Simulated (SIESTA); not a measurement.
BaTe:

```
CELL_PARAMETERS angstrom
4.26247 0.00000 0.00000
0.00000 4.26247 0.00000
0.00000 0.00000 4.26247
ATOMIC_POSITIONS crystal
Ba 0.00000 0.00000 0.00000
Te 0.50000 0.50000 0.50000
```

The cell comes from a database or a generator and needn't be the stable form of this composition.

| Quantity | Value |
| --- | --- |
| Program | SIESTA 5.4.2 |
| Task | single point |
| Functional | PBE |
| Potentials or basis | PseudoDojo 0.4 standard (PBE files) |
| Basis | DZP (energy shift 0.002 Ry; d shell added on Ba) |
| Grid cutoff | 500 Ry |
| Energy shift | 0.002 Ry |
| k mesh | 6 × 6 × 6 |
| Occupations | fermi-dirac, width 0.05 eV |
| Spin | no spin polarisation |

On this cell: pressure 0.2 GPa; largest force zero by symmetry; band gap on the k mesh 0.74 eV, indirect (least direct gap 0.95 eV).

The same run follows on a disturbed copy (atoms moved at random, drawn with an rms of 0.05 Å):

```
CELL_PARAMETERS angstrom
4.26247 0.00000 0.00000
0.00000 4.26247 0.00000
0.00000 0.00000 4.26247
ATOMIC_POSITIONS crystal
Ba 0.99742 0.99360 0.00777
Te 0.51072 0.50696 0.50408
```

**Question.** What changes?

**Answer.** The energy moves by +1.9 meV/atom; pressure 0.2 GPa; largest force 0.094 eV/Å; band gap on the k mesh 0.76 eV, indirect (least direct gap 0.96 eV).

Forces on the atoms (eV/Å):
```
Ba   0.065  0.065 -0.018
Te  -0.066 -0.065  0.018
```

Stress tensor (GPa, compression positive):
```
 0.24  0.05 -0.01
 0.05  0.24 -0.01
-0.01 -0.01  0.25
```

Caveats: this set's barium file shifts pressures by up to 1 GPa against other sets; semicore shells carry a single zeta, which can move pressures by several GPa and volumes by a few percent; spin-orbit coupling is left out, which moves the levels of the heavy elements; the basis of atomic orbitals isn't converged, which shifts pressures, moduli and gaps.

A k mesh can miss the band edges.
